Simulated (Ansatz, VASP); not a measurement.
Zr in VASP and in Ansatz

```
Zr
1.0
    -1.78554    1.78554    1.78554
     1.78554   -1.78554    1.78554
     1.78554    1.78554   -1.78554
Zr
1
Direct
  0.00000 0.00000 0.00000
```

Change from the starting cell: volume scaled by 0.96.

Alike in both runs: task single point; functional PBE; k mesh 10 × 10 × 10; occupations fermi-dirac, width 0.05 eV; no spin polarisation.

```csv
,VASP,Ansatz
version,VASP 6.6.1,Ansatz 0.2.0
potentials or method,"VASP PAW PBE potentials, release 64 (Zr_sv), cutoff 520 eV","all-electron LAPW, scalar-relativistic"
```

```csv
,VASP,Ansatz,Ansatz less VASP
gap on the k mesh at the Fermi level (eV),none,none,-
pressure (GPa),-0.1,-0.1,-0.01
```

A gap of «none» marks a metal or a gap that the smearing closes. Ansatz ran all-electron here, so the differences hold the error of VASP's frozen core and of both bases.
